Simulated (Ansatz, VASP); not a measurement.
Two plane-wave programs on Ta

```
CELL_PARAMETERS angstrom
-1.65945 1.65945 1.65945
1.65945 -1.65945 1.65945
1.65945 1.65945 -1.65945
ATOMIC_POSITIONS crystal
Ta 0.00000 0.00000 0.00000
```

Alike in both runs: functional PBE; k mesh 24 × 24 × 24; occupations gaussian, width 0.1 eV; no spin polarisation.

Ansatz relaxed the structure, and its values are those at the end. VASP's run is a single point on that final structure, the one shown.

|  | VASP | Ansatz |
| --- | --- | --- |
| version | VASP 6.6.1 | Ansatz 0.2.0 |
| potentials or method | VASP PAW PBE potentials, release 64 (Ta_pv) | scalar-relativistic, plane waves, PAW |
| plane-wave cutoff (eV) | 520 | 420 |
| valence electrons in the cell | 11 | 13 |

Ansatz gave:

| Property | Result |
| --- | --- |
| gap on the k mesh at the Fermi level (eV) | none |
| pressure (GPa) | 0.0 |

Question: Estimate VASP's values.

Answer: gap on the k mesh at the Fermi level (eV): none; pressure (GPa): 0.1.

A gap of «none» marks a metal or a gap that the smearing closes. The functional is the same, so the differences come from potentials, cutoffs and numerics. The two sets of potentials don't hold the same shells in valence.

Spin-orbit coupling is left out, which matters for the levels of Ta.
